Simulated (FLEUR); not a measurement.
Runs of FLEUR MaX-R8.1 (later development tree) on Pd. The structure is cubic, space group Fm-3m (No. 225). Conventional cell: a = 3.893 Å, b = 3.893 Å, c = 3.893 Å, α = 90.00°, β = 90.00°, γ = 90.00°. Pd (site symmetry m-3m) is surrounded by 12 Pd at 2.75 Å. 

```tsv
task	level	cell	lmax	lnonsphr	max iterations	mixing factor	mixer	gap on the mesh (eV)	V0 of scaled cells (Å³/atom)	B0 (GPa)
single point	PBEsol	cell strained at random at fixed volume	Pd 9	Pd 9	60	0.05	Anderson	none	-	-
single point	PBEsol	as given	Pd 10	Pd 10	60	0.05	Anderson	none	-	-
equation of state	PBEsol	as given	Pd 10	Pd 10	-	-	-	-	14.53	206
equation of state	r2SCAN	as given	Pd 10	Pd 10	-	-	-	-	(a)	186
```

Alike in all rows: potentials or basis all-electron, FLAPW; no spin polarisation; k mesh 12 × 12 × 12; smearing fermi-dirac 0.05 eV; kmax 4.15 1/bohr.

Question: Estimate the missing entries.

Answer: (a) 14.91.

Caveats: the meta-GGA is that of a development version, with a GGA for the radial functions and cores and without core tails (some runs).

A k mesh can miss the band edges, and the runs leave out spin-orbit coupling on Pd.

A gap of «none» marks a metal or a gap under the smearing width.
